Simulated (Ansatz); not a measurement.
Wires are cut from relaxed bulk CoO (Fm-3m, 9.58 Å³/atom, gap on the mesh 0.00 eV); atoms and period are relaxed, and energies count from that bulk.

All numbers below come from Ansatz, DFT PBE, scalar-relativistic, plane waves, PAW.

Cutoff 420 eV, Gaussian smearing of 0.05 eV, energies at zero smearing, symmetry of each start kept, collinear spin where a moment is listed.

| start | atoms | k mesh | excess energy (eV per host atom) | line energy (eV/Å) | period (Å) | gap on the mesh (eV) | size of the moment (μB per cell) | highest filled level or Fermi level under vacuum (eV) |
| --- | --- | --- | --- | --- | --- | --- | --- | --- |
| [001] wire, 8 host atoms a period* | 8 | 1×1×13 | 0.142 | 0.321 | 3.541 | 0 | 10.00 | - |
| [001] wire, 16 host atoms a period* | 16 | 1×1×13 | 0.144 | 0.630 | 3.650 | 0 | 21.48 | 4.75 |

A dash: not computed, or not clear enough to read.

* ends far from its start.

Moments started parallel, and an antiferromagnetic order may lie lower.

Each run keeps its start's symmetry and one magnetic start, so lower states can exist.

Cost: 2 runs of about 67 core-minutes in all, on AMD EPYC 9R45 (Zen 5) (shared hosts).